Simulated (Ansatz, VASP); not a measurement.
## CdS in VASP and in Ansatz

The input POSCAR:

```
CdS
1.0
    0.0000000000      2.6710579175      2.6710579175
    2.6710579175      0.0000000000      2.6710579175
    2.6710579175      2.6710579175      0.0000000000
Cd S
1 1
Direct
    0.0000000000      0.0000000000      0.0000000000
    0.5000000000      0.5000000000      0.5000000000
```

File INCAR.step1:

```
SYSTEM = CdS
PREC = Accurate
ENCUT = 520
ISMEAR = -1
SIGMA = 0.05
LREAL = .FALSE.
LASPH = .TRUE.
NELM = 60
NBANDS = 16
GGA = PE
ALGO = Normal
EDIFF = 1E-4
LWAVE = .TRUE.
LCHARG = .FALSE.
```

INCAR.step2

```
SYSTEM = CdS
PREC = Accurate
ENCUT = 520
EDIFF = 1E-7
ISMEAR = -1
SIGMA = 0.05
LREAL = .FALSE.
LASPH = .TRUE.
NELM = 60
ALGO = Normal
ISIF = 2
LWAVE = .FALSE.
LCHARG = .TRUE.
METAGGA = R2SCAN
LMIXTAU = .TRUE.
LELF = .TRUE.
LVHAR = .TRUE.
NBANDS = 16
ISTART = 1
```

File KPOINTS:

```
Automatic mesh
0
G
  14 14 14
  0 0 0
```

Input for Ansatz:

```yaml
crystal:
  lattice:
    - [0.0, 2.6710579175, 2.6710579175]
    - [2.6710579175, 0.0, 2.6710579175]
    - [2.6710579175, 2.6710579175, 0.0]
  atoms:
    - { symbol: Cd, position: [0.0, 0.0, 0.0] }
    - { symbol: S, position: [0.5, 0.5, 0.5] }
kpoints:
  mp_grid: { grid: [14, 14, 14] }
scf:
  occupations: { method: fermi_dirac, width: 0.05 }
hamiltonian:
  xc: r2scan
  pseudopotentials: { kind: paw }
output:
  forces: true
  stress: true
  eigenvalues: true
  populations: true
```

Change from the starting cell: volume scaled by 0.94, PAW files.

Alike in both runs: task single point; functional r2SCAN; k mesh 14 × 14 × 14; occupations fermi-dirac, width 0.05 eV; no spin polarisation.

|  | VASP | Ansatz |
| --- | --- | --- |
| version | VASP 6.6.1 | Ansatz 0.2.0 |
| potentials or method | VASP PAW PBE potentials, release 64 (Cd, S) | PAW with Ansatz's default frozen-core files, scalar-relativistic |
| plane-wave cutoff (eV) | 520 | 500 |
| valence electrons in the cell | 18 | 26 |

VASP gave:

```
pressure (GPa) : 6.5
```

What did Ansatz give for the same quantities?

Pressure (GPa): 5.9.

The two sets of potentials don't hold the same shells in valence.

Caveats: the PAW data sets were made with another functional, which shifts forces and pressure a little (VASP). A k mesh can miss the band edges.
